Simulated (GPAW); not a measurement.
ZrC:

```xyz
4
Lattice="3.3915 0.0000 0.0000 -1.6957 2.9371 0.0000 0.0000 0.0000 5.2901" Properties=species:S:1:pos:R:3 pbc="T T T"
Zr    1.6957    0.9790    3.9675
Zr    0.0000    1.9581    1.3225
C     0.0000    0.0000    2.6450
C     0.0000    0.0000    0.0000
```

The cell comes from a database or a generator and needn't be the stable form of this composition.

Base run:

* Program: GPAW 26.7.0
* Functional: PBEsol
* Potentials or basis: PAW data sets generated in the run's folder for this functional
* Cutoff: 800 eV
* Basis: pw
* k mesh: 7 × 7 × 4
* Occupations: fermi-dirac, width 0.05 eV
* Spin: no spin polarisation
* Hubbard terms: Zr d U = 6 eV

Its results: pressure 7.6 GPa.

Problem. The run is repeated on the same cell with these changes: hubbard terms from Zr d U = 6 eV to Zr d U = 2 eV. What comes out?

Solution. Pressure -3.8 GPa.

Caveats: U without spin polarisation on a metal has little footing; the U is typed as a test and isn't derived for this compound.
